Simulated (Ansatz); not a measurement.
## Relativity in BeS

```
CELL_PARAMETERS angstrom
0.00000 2.42500 2.42500
2.42500 0.00000 2.42500
2.42500 2.42500 0.00000
ATOMIC_POSITIONS crystal
Be 0.00000 0.00000 0.00000
S 0.75000 0.75000 0.75000
```

Atom numbers follow the list: Be1, S2.

Conventional cell: a = 4.850 Å, b = 4.850 Å, c = 4.850 Å, α = 90.00°, β = 90.00°, γ = 90.00°. Around Be (atom 1) lie 4 S at 2.10 Å. Around S (atom 2) lie 4 Be at 2.10 Å.

The cell is COD entry 9008836, as deposited and not checked against the literature; nothing was relaxed. It is an old determination, and later ones may differ.

One fixed cell is solved with PBE by full-potential LAPW in Ansatz 0.2.0 under different relativistic treatments. Pressure is positive in compression.

The runs use a Γ-centred 9×9×9 k mesh, Fermi–Dirac smearing of 0.02 eV, basis error target 0.25 meV/atom, no spin polarisation.

```json
{"setting": "scalar-relativistic", "P (GPa)": "1.52", "gap over the k mesh and a high-symmetry path (eV)": "3.11", "lowest level at Γ above −25 eV, from the valence-band top or, without a gap, the Fermi level (eV)": "-13.69"}
{"setting": "non-relativistic", "P (GPa)": "?", "gap over the k mesh and a high-symmetry path (eV)": "3.13", "lowest level at Γ above −25 eV, from the valence-band top or, without a gap, the Fermi level (eV)": "?"}
```

**Question.** Fill in "P (GPa)" for the row "non-relativistic".

**Answer.** 1.57.

**Question.** Fill in "lowest level at Γ above −25 eV, from the valence-band top or, without a gap, the Fermi level (eV)" for the row "non-relativistic".

**Answer.** -13.60.
